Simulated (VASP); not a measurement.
Wanted: the native input for a VASP 6.6.1 run.

| Property | Result |
| --- | --- |
| Task | relaxation of cell and atoms |
| Functional | PBEsol |
| Potentials or basis | VASP PAW PBE potentials, release 64 (Fe) |
| Cutoff | 600 eV |
| k mesh | 12 × 12 × 7 |
| Occupations | gaussian, width 0.03 eV |
| Spin | no spin polarisation |
| Further INCAR settings | ALGO = Normal; EDIFF = 1e-06; IBRION = 2; EDIFFG = -0.01; NSW = 90; ISIF = 3 |

The structure of Fe lies in POSCAR:

```
Fe
1.0
    2.4341575900      0.0000000000      0.0000000000
   -1.2170787900      2.1080423100      0.0000000000
    0.0000000000      0.0000000000      3.8419344700
Fe
2
Direct
    0.3333333300      0.6666666700      0.2500000000
    0.6666666700      0.3333333300      0.7500000000
```

This isn't the form of Fe at room conditions, which is bcc.

The input as run:

INCAR

```
SYSTEM = Fe
PREC = Accurate
ENCUT = 600
EDIFF = 1E-6
ISMEAR = 0
SIGMA = 0.03
LREAL = .False.
LASPH = .True.
NELM = 80
ALGO = Normal
ISIF = 3
LWAVE = .False.
LCHARG = .False.
GGA = PS
IBRION = 2
NSW = 90
EDIFFG = -0.01
```

KPOINTS

```
regular mesh
0
Gamma
  12 12 7
  0 0 0
```

Potentials or basis: VASP PAW PBE potentials, release 64 (Fe).

Run with:

```console
$ cat potpaw_PBE.64/Fe/POTCAR > POTCAR
$ mpirun -np 1 vasp_std > vasp.out
```

Results of the run:

The relaxed volume is 9.79 Å³/atom. The relaxed cell is a = 2.425 Å, b = 2.425 Å, c = 3.844 Å, α = 90.00°, β = 90.00°, γ = 120.00°. The space group after relaxing (to 0.05 Å) is P6_3/mmc (No. 194), the energy gained by relaxing is 0.6 meV/atom and the ionic steps are 5. The pressure after relaxing is 0.0 GPa and the band gap on the k mesh is none (metal or under the smearing width).

Caveat: the PAW data sets were made with another functional, which shifts forces and pressure a little; the run has no spin polarisation, though such a crystal can be magnetic.

Run time: 47 s on 1 thread of Intel(R) Xeon(R) Platinum 8259CL CPU @ 2.50GHz (Skylake/Cascade Lake), with other jobs on the host, peak memory 0.15 GiB.
